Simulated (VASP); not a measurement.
Input of a VASP 6.6.1 run:

INCAR

```
SYSTEM = Mo
PREC = Accurate ; ENCUT = 520
EDIFF = 1E-6 ; ISMEAR = 1
SIGMA = 0.1 ; LREAL = .FALSE.
LASPH = .TRUE. ; NELM = 80
ALGO = Normal ; ISIF = 2
LWAVE = .FALSE. ; LCHARG = .FALSE.
LMAXMIX = 4 ; GGA = RP
NBANDS = 13 ; ICORELEVEL = 1
```

The input KPOINTS:

```
Automatic mesh
0
G
  16 16 16
  0 0 0
```

POSCAR

```
Mo                                      
1.0
   -1.5878358521      1.5878358521      1.5878358521
    1.5878358521     -1.5878358521      1.5878358521
    1.5878358521      1.5878358521     -1.5878358521
  Mo            
     1
Direct
     0.0000000000000000    0.0000000000000000    0.0000000000000000
```

The input KPOINTS_OPT:

```
explicit points
64
Reciprocal
 0.0000000000  0.0000000000  0.0000000000 1
 0.0555555556 -0.0555555556  0.0555555556 1
 0.1111111111 -0.1111111111  0.1111111111 1
 0.1666666667 -0.1666666667  0.1666666667 1
 0.2222222222 -0.2222222222  0.2222222222 1
 0.2777777778 -0.2777777778  0.2777777778 1
 0.3333333333 -0.3333333333  0.3333333333 1
 0.3888888889 -0.3888888889  0.3888888889 1
 0.4444444444 -0.4444444444  0.4444444444 1
 0.5000000000 -0.5000000000  0.5000000000 1
 0.5000000000 -0.5000000000  0.5000000000 1
 0.4444444444 -0.4444444444  0.5000000000 1
 0.3888888889 -0.3888888889  0.5000000000 1
 0.3333333333 -0.3333333333  0.5000000000 1
 0.2777777778 -0.2777777778  0.5000000000 1
 0.2222222222 -0.2222222222  0.5000000000 1
 0.1666666667 -0.1666666667  0.5000000000 1
 0.1111111111 -0.1111111111  0.5000000000 1
 0.0555555556 -0.0555555556  0.5000000000 1
 0.0000000000  0.0000000000  0.5000000000 1
 0.0000000000  0.0000000000  0.5000000000 1
 0.0000000000  0.0000000000  0.4444444444 1
 0.0000000000  0.0000000000  0.3888888889 1
 0.0000000000  0.0000000000  0.3333333333 1
 0.0000000000  0.0000000000  0.2777777778 1
 0.0000000000  0.0000000000  0.2222222222 1
 0.0000000000  0.0000000000  0.1666666667 1
 0.0000000000  0.0000000000  0.1111111111 1
 0.0000000000  0.0000000000  0.0555555556 1
 0.0000000000  0.0000000000  0.0000000000 1
 0.0000000000  0.0000000000  0.0000000000 1
 0.0277777778  0.0277777778  0.0277777778 1
 0.0555555556  0.0555555556  0.0555555556 1
 0.0833333333  0.0833333333  0.0833333333 1
 0.1111111111  0.1111111111  0.1111111111 1
 0.1388888889  0.1388888889  0.1388888889 1
 0.1666666667  0.1666666667  0.1666666667 1
 0.1944444444  0.1944444444  0.1944444444 1
 0.2222222222  0.2222222222  0.2222222222 1
 0.2500000000  0.2500000000  0.2500000000 1
 0.2500000000  0.2500000000  0.2500000000 1
 0.2777777778  0.1666666667  0.2777777778 1
 0.3055555556  0.0833333333  0.3055555556 1
 0.3333333333  0.0000000000  0.3333333333 1
 0.3611111111 -0.0833333333  0.3611111111 1
 0.3888888889 -0.1666666667  0.3888888889 1
 0.4166666667 -0.2500000000  0.4166666667 1
 0.4444444444 -0.3333333333  0.4444444444 1
 0.4722222222 -0.4166666667  0.4722222222 1
 0.5000000000 -0.5000000000  0.5000000000 1
 0.2500000000  0.2500000000  0.2500000000 1
 0.2222222222  0.2222222222  0.2777777778 1
 0.1944444444  0.1944444444  0.3055555556 1
 0.1666666667  0.1666666667  0.3333333333 1
 0.1388888889  0.1388888889  0.3611111111 1
 0.1111111111  0.1111111111  0.3888888889 1
 0.0833333333  0.0833333333  0.4166666667 1
 0.0555555556  0.0555555556  0.4444444444 1
 0.0277777778  0.0277777778  0.4722222222 1
 0.0000000000  0.0000000000  0.5000000000 1
 0.0000000000  0.0000000000  0.0000000000 1
 0.5000000000 -0.5000000000  0.5000000000 1
 0.2500000000  0.2500000000  0.2500000000 1
 0.0000000000  0.0000000000  0.5000000000 1
```

Potentials or basis: VASP PAW PBE potentials, release 64 (Mo_sv).

Run with:

```console
$ cat potpaw_PBE.64/Mo_sv/POTCAR > POTCAR
$ mpirun -np 1 vasp_std > vasp.out
```

(1) What does it give for the band gap along the path?

(2) Estimate the pressure.

## Answers

(1) none (metal or under the smearing width).

(2) 0.1 GPa.

Caveat: the PAW data sets were made with another functional, which shifts forces and pressure a little.
